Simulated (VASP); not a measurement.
Input of a VASP 6.6.1 run:

INCAR

```
SYSTEM = Si12O
PREC = Accurate
ENCUT = 520
EDIFF = 1E-7
ISMEAR = 0
SIGMA = 0.02
LREAL = .False.
LASPH = .True.
NELM = 150
ALGO = Normal
ISIF = 2
LWAVE = .False.
LCHARG = .False.
ISPIN = 2
MAGMOM = 0.077 0.077 0.077 0.077 0.077 0.077 0.077 0.077 0.077 0.077 0.077 0.077 0.077
LORBIT = 11
GGA = PE
NBANDS = 43
NELECT = 53.0
```

Contents of KPOINTS:

```
regular mesh
0
Gamma
  3 3 3
  0 0 0
```

File POSCAR:

```
Si12O
1.0
    0.0000000000      0.0000000000     -6.3650227274
    5.7769209522      3.3353068669      0.0000000000
    0.0000000001     -6.6706137337      0.0000000000
Si O
12 1
Direct
    0.9346143198      0.3113198282      0.3113198282
    0.9346143198      0.0000000000      0.6886801718
    0.9346143198      0.6886801718      0.0000000000
    0.4335322946      0.6537572717      0.6537572717
    0.4335322946      0.3462427283      0.0000000000
    0.4335322946      1.0000000000      0.3462427283
    0.5653856802      0.3113198282      0.3113198282
    0.5653856802      0.0000000000      0.6886801718
    0.5653856802      0.6886801718      0.0000000000
    0.0664677054      0.6537572717      0.6537572717
    0.0664677054      0.3462427283      0.0000000000
    0.0664677054      1.0000000000      0.3462427283
    0.7500000000      0.0000000000      0.0000000000
```

Potentials or basis: VASP PAW PBE potentials, release 64 (Si, O).

Command:

```sh
$ cat potpaw_PBE.64/Si/POTCAR potpaw_PBE.64/O/POTCAR > POTCAR
$ mpirun -np 1 vasp_std > vasp.out
```

Question: Estimate the largest force.

Answer: 0.016 eV/Å.

Question: What does it give for the net moment?

Answer: -0.11 μB per cell.

Question: Predict the band gap on the k mesh.

Answer: None (metal or under the smearing width).

Question: Predict the site moments.

Answer: Si -0.00; O -0.03 μB.

Forces on the atoms (eV/Å):
```
Si   0.013 -0.007 -0.007
Si   0.000  0.015 -0.007
Si  -0.013 -0.007 -0.007
Si   0.003 -0.002 -0.002
Si  -0.003 -0.002 -0.002
Si   0.000  0.003 -0.002
Si   0.013 -0.007  0.007
Si   0.000  0.015  0.007
Si  -0.013 -0.007  0.007
Si   0.003 -0.002  0.002
Si  -0.003 -0.002  0.002
Si   0.000  0.003  0.002
O    0.000  0.000  0.000
```

Caveat: the k mesh is coarse (spacing up to 0.36 Å⁻¹), so the values aren't converged; the cell carries a net charge on a neutralising background, which shifts energy and pressure; the cell is charged against a uniform background, so pressure and absolute levels hang on convention.
